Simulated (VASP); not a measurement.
A run of VASP 6.6.1 is set up as follows.

Contents of INCAR:

```
SYSTEM = Hg
  PREC = Accurate
  ENCUT = 520
  EDIFF = 1E-6
  ISMEAR = -1
  SIGMA = 0.1
  LREAL = .False.
  LASPH = .True.
  NELM = 80
  ALGO = Fast
  ISIF = 2
  LWAVE = .False.
  LCHARG = .True.
  GGA = RP
  LELF = .True.
  LVHAR = .True.
  NBANDS = 12
```

File KPOINTS:

```
regular mesh
0
Gamma
  11 11 11
  0 0 0
```

File POSCAR:

```
Hg
1.0
    4.8638649387      0.0000000000      0.0000000000
    0.0000000000      4.8638649387      0.0000000000
    0.0000000000      0.0000000000      4.8638649387
Hg
1
Direct
    0.0000000000      0.0000000000      0.0000000000
```

Potentials or basis: VASP PAW PBE potentials, release 64 (Hg).

Run with:

```console
$ cat potpaw_PBE.64/Hg/POTCAR > POTCAR
$ mpirun -np 1 vasp_std > vasp.out
```

(1) What does it give for the band gap on the k mesh?

(2) Estimate the pressure.

Results:

(1) 3.81 eV, indirect (least direct gap 4.51 eV).

(2) 0.0 GPa.

Caveat: the PAW data sets were made with another functional, which shifts forces and pressure a little; spin-orbit coupling is left out, which moves the levels of the heavy elements; an odd mesh through Γ misses points on the zone boundary, where band edges often lie.
